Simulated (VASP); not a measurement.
# GaP (R-3m) in VASP: a series of runs, part 2 of 2

VASP 6.6.1. Earlier steps stand in the parts before.

## Step 3: Single point, r2SCAN

This run uses another cell than the first one, of 21.03 Å³/atom, 1.032 times its volume.

File POSCAR:

```
GaP
1.0
    1.9430151800      1.1218003300      6.4308101000
   -1.9430151800      1.1218003300      6.4308101000
    0.0000000000     -2.2436006700      6.4308101000
Ga P
2 2
Direct
    0.4353720000      0.4353720000      0.4353720000
    0.5646280000      0.5646280000      0.5646280000
    0.0573890000      0.0573890000      0.0573890000
    0.9426110000      0.9426110000      0.9426110000
```

File INCAR.step1:

```
PREC = Accurate
ENCUT = 520
ISMEAR = 0
SIGMA = 0.1
LREAL = False
LASPH = True
NELM = 100
NBANDS = 26
GGA = PE
ALGO = Normal
EDIFF = 1E-4
LWAVE = True
LCHARG = False
```

File INCAR.step2:

```
PREC = Accurate
ENCUT = 520
EDIFF = 1E-7
ISMEAR = 0
SIGMA = 0.1
LREAL = False
LASPH = True
NELM = 100
ALGO = Normal
ISIF = 2
LWAVE = False
LCHARG = False
METAGGA = R2SCAN
LMIXTAU = True
NBANDS = 26
ISTART = 1
```

File KPOINTS:

```
regular mesh
0
Gamma
  6 6 6
```

Potentials or basis: VASP PAW PBE potentials, release 64 (Ga_d, P).

The run is started by

```bash
$ cat potpaw_PBE.64/Ga_d/POTCAR potpaw_PBE.64/P/POTCAR > POTCAR
$ cp INCAR.step1 INCAR
$ mpirun -np 1 vasp_std > vasp.out
$ cp INCAR.step2 INCAR
$ mpirun -np 1 vasp_std > vasp.out
```

OUTCAR:

```text
PREC = Accurate
   ENCUT = 520
   EDIFF = 1E-7
   ISMEAR = 0
   LREAL = False
   LASPH = True
   NELM = 100
   ISIF = 2
   METAGGA = R2SCAN
   ISTART = 1

 ion  position               nearest neighbor table
   1  0.435  0.435  0.435-   3 2.40   3 2.40   3 2.40   2 2.49
   2  0.565  0.565  0.565-   4 2.40   4 2.40   4 2.40   1 2.49
   3  0.057  0.057  0.057-   4 2.21   1 2.40   1 2.40   1 2.40
   4  0.943  0.943  0.943-   3 2.21   2 2.40   2 2.40   2 2.40

  LATTYP: Found a trigonal (rhomboedric) cell.
 ALAT       =     6.8109516598
 COS(alpha) =     0.8372328404

  Lattice vectors:

 A1 = (   1.9430151800,   1.1218003300,   6.4308101000)
 A2 = (  -1.9430151800,   1.1218003300,   6.4308101000)
 A3 = (   0.0000000000,  -2.2436006700,   6.4308101000)

Analysis of symmetry for initial positions (statically):
=====================================================================
 Subroutine PRICEL returns:
 Original cell was already a primitive cell.

 Routine SETGRP: Setting up the symmetry group for a
 trigonal (rhombohedral) supercell.

 Subroutine GETGRP returns: Found 12 space group operations
 (whereof 12 operations were pure point group operations)
[... 171 lines left out ...]

 val. band max:        4.4404330168   @ k =   0.0000   0.0000   0.0000
 cond. band min:       5.5182052470   @ k =   0.5000   0.5000   0.0000
 fundamental gap:      1.0777722302
 Fermi energy:         4.8590962883

 k-point     1 :       0.0000    0.0000    0.0000
  band No.  band energies     occupation
      1     -10.7512      2.00000
      2     -10.6228      2.00000
      3     -10.6228      2.00000
      4     -10.6074      2.00000
      5     -10.6074      2.00000
      6     -10.5475      2.00000
[... 685 lines left out ...]
     25      12.7221      0.00000
     26      12.8239      0.00000

 [... further k-points ...]

------------------------ aborting loop because EDIFF is reached ----------------------------------------

  FORCE on cell =-STRESS in cart. coord.  units (eV):
  Direction    XX          YY          ZZ          XY          YZ          ZX
  --------------------------------------------------------------------------------------
  -------------------------------------------------------------------------------------
  Total       -1.2590071     -1.2590070     -1.3314547      0.0000000      0.0000000      0.0000000
  in kB      -23.9844658    -23.9844657    -25.3646163      0.0000000      0.0000000      0.0000000
  external PRESSURE =     -24.4445159 kB  Pullay stress =       0.0000000 kB

 VOLUME and BASIS-vectors are now :
 -----------------------------------------------------------------------------
  energy-cutoff  :      520.00
  volume of cell :       84.10
      direct lattice vectors                 reciprocal lattice vectors
     1.943015180  1.121800330  6.430810100     0.257332009  0.148570705  0.051833801
    -1.943015180  1.121800330  6.430810100    -0.257332009  0.148570705  0.051833801
     0.000000000 -2.243600670  6.430810100     0.000000000 -0.297141410  0.051833801

 POSITION                                       TOTAL-FORCE (eV/Angst)
 -----------------------------------------------------------------------------------
      0.00000     -0.00000      8.39938         0.000000     -0.000000      0.057616
      0.00000     -0.00000     10.89305         0.000000      0.000000     -0.057616
      0.00000     -0.00000      1.10717         0.000000      0.000000     -0.005654
      0.00000     -0.00000     18.18526         0.000000     -0.000000      0.005654
 -----------------------------------------------------------------------------------
    total drift:                                0.000000      0.000000      0.000000

  FREE ENERGIE OF THE ION-ELECTRON SYSTEM (eV)
  ---------------------------------------------------
  free  energy   TOTEN  =       -42.2953257313 eV

  energy  without entropy=      -42.2953257313  energy(sigma->0) =      -42.29532573
```

OUTCAR.step1:

```text
PREC = Accurate
   ENCUT = 520
   ISMEAR = 0
   LREAL = False
   LASPH = True
[... 926 lines left out ...]
      0.00000     -0.00000      8.39938         0.000000     -0.000000      0.047985
      0.00000     -0.00000     10.89305         0.000000      0.000000     -0.047985
      0.00000     -0.00000      1.10717         0.000000     -0.000000      0.016304
      0.00000     -0.00000     18.18526         0.000000      0.000000     -0.016304
 -----------------------------------------------------------------------------------
    total drift:                                0.000000      0.000000      0.000000

  FREE ENERGIE OF THE ION-ELECTRON SYSTEM (eV)
  ---------------------------------------------------
  free  energy   TOTEN  =       -17.7234834465 eV

  energy  without entropy=      -17.7234834465  energy(sigma->0) =      -17.72348345
```

It took 13 min on 1 thread of AMD EPYC 7R43 (Zen 3), shared host; peak memory 0.4 GiB.

What came out:

* Free energy: -42.2953 eV
* Pressure: -2.4 GPa
* Largest force: 0.058 eV/Å
* Band gap on the k mesh: 1.08 eV, indirect (least direct gap 1.48 eV)

Forces on the atoms (eV/Å):
```
Ga   0.000  0.000  0.058
Ga   0.000  0.000 -0.058
P    0.000  0.000 -0.006
P    0.000  0.000  0.006
```

Caveat: the PAW data sets were made with another functional, which shifts forces and pressure a little.
